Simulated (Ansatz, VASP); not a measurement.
Given: the input of a run of VASP 6.6.1 on InAs. 

File INCAR:

```
PREC = Accurate ; ENCUT = 520
EDIFF = 1E-6 ; ISMEAR = 0
SIGMA = 0.03 ; LREAL = False
LASPH = True ; NELM = 100
ALGO = Normal ; ISIF = 2
LWAVE = False ; LCHARG = True
GGA = PE ; LELF = True
LVHAR = True ; NBANDS = 16
```

The input KPOINTS:

```
Automatic mesh
0
Gamma
  8 8 8
```

POSCAR

```
InAs
1.0
    0.0000000000      3.0180000000      3.0180000000
    3.0180000000      0.0000000000      3.0180000000
    3.0180000000      3.0180000000      0.0000000000
In As
1 1
Direct
    0.0000000000      0.0000000000      0.0000000000
    0.7500000000      0.7500000000      0.7500000000
```

Potentials or basis: VASP PAW PBE potentials, release 64 (In_d, As).

The run is started by

```sh
$ cat potpaw_PBE.64/In_d/POTCAR potpaw_PBE.64/As/POTCAR > POTCAR
$ mpirun -np 1 vasp_std > vasp.out
```

**Question.** Set up the same calculation for Ansatz 0.2.0. Potentials or basis there: all-electron LAPW, scalar-relativistic.

**Answer.** As run (cutoffs and basis follow the program's own potentials, and thresholds, step limits or extra output files can differ):

The input input.yaml:

```yaml
crystal:
  lattice:
    - [0.0, 3.018, 3.018]
    - [3.018, 0.0, 3.018]
    - [3.018, 3.018, 0.0]
  atoms:
    - { symbol: In, position: [0.0, 0.0, 0.0] }
    - { symbol: As, position: [0.75, 0.75, 0.75] }
kpoints:
  mp_grid: { grid: [8, 8, 8] }
scf:
  occupations: { method: gaussian, width: 0.03 }
hamiltonian:
  xc: pbe
  pseudopotentials: { kind: all_electron, lapw: { basis_error: 0.001 } }
output:
  forces: true
  stress: true
  eigenvalues: true
```

Potentials or basis: all-electron LAPW, scalar-relativistic.

Command:

```sh
$ ansatz run input.yaml --threads 1 --pin off --max-ram 3072MiB --backend cpu --events-out ev --progress --plain --runs-dir out
```

Both were run:

|  | VASP | Ansatz |
| --- | --- | --- |
| Pressure | 4.4 GPa | 4.3 GPa |

Where Ansatz's input types no cutoff or centring, it takes its own default and a Γ-centred mesh.

Pressure is positive in compression.
